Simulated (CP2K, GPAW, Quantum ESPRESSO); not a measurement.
# The equilibrium volume of Hf, sorted by core time

Symmetry: Fm-3m, No. 225, cubic system. The conventional cell has a = 4.440 Å, b = 4.440 Å, c = 4.440 Å, α = 90.00°, β = 90.00°, γ = 90.00°. Hf (site symmetry m-3m) is surrounded by 12 Hf at 3.14 Å.

This isn't the form of Hf at room conditions, which is hcp.

```tsv
rung	level	program and potentials	cutoff (eV)	k mesh	smearing	task	spin	core time	chip	equilibrium volume (Å³/atom)	notes
GGA + dispersion	PBEsol+D3(zero damping)	Quantum ESPRESSO, GBRV 1.5 PBEsol	612	10 × 10 × 10	fermi-dirac 0.05	relaxation of cell and atoms	off	32 s	Arm Neoverse V2	21.02	-
non-local van der Waals functional	PBEsol+rVV10	Quantum ESPRESSO, GBRV 1.5 PBEsol	612	10 × 10 × 10	fermi-dirac 0.05	relaxation of cell and atoms	off	39 s	Arm Neoverse V2	20.98	-
GGA + dispersion	PBEsol+D4	Quantum ESPRESSO, GBRV 1.5 PBEsol	612	10 × 10 × 10	fermi-dirac 0.05	relaxation of cell and atoms	off	59 s	Arm Neoverse V2	21.36	-
LDA	LDA	Quantum ESPRESSO, GBRV 1.5 LDA	612	10 × 10 × 10	fermi-dirac 0.05	equation of state	off	66 s	Arm Neoverse V2	20.87	-
GGA	PBEsol	Quantum ESPRESSO, GBRV 1.5 PBEsol	612	10 × 10 × 10	fermi-dirac 0.05	equation of state	off	69 s	Arm Neoverse V2	21.63	-
GGA + dispersion	PBEsol+D3(BJ)	Quantum ESPRESSO, GBRV 1.5 PBEsol	612	10 × 10 × 10	fermi-dirac 0.05	relaxation of cell and atoms	off	72 s	Arm Neoverse V2	20.91	-
GGA + dispersion	PBEsol+D3(zero damping)	GPAW, PAW data sets generated for this functional	600	10 × 10 × 10	fermi-dirac 0.05	equation of state	collinear, ferromagnetic start	2.8 min	Arm Neoverse V1	(a)	moment up to 0.00 μB a cell
meta-GGA	r2SCAN	CP2K, POTENTIAL_UZH Hf GTH-SCAN-q12; TZVP-MOLOPT-SCAN-GTH basis	-	10 × 10 × 10	fermi-dirac 0.026	equation of state	off	19 min	Arm Neoverse N1	21.61	atomic basis
```

Times are single runs on shared hosts and different chips, so they are rough; meshes, cutoffs and the tasks' sizes weigh on the time. Smearing widths are in eV. For a metal such meshes aren't converged. Meshes are those of the run's cell of 1 atom unless a note names another. Relaxations start from the cell shown or near it and stop with a little pressure left. Runs on faulty files, with rough fits or with known faults for this quantity aren't shown. PBE isn't shown for this crystal. No row holds spin-orbit coupling.

Q: Estimate the value left out from the other rows.

A: (a) 21.01 Å³/atom.
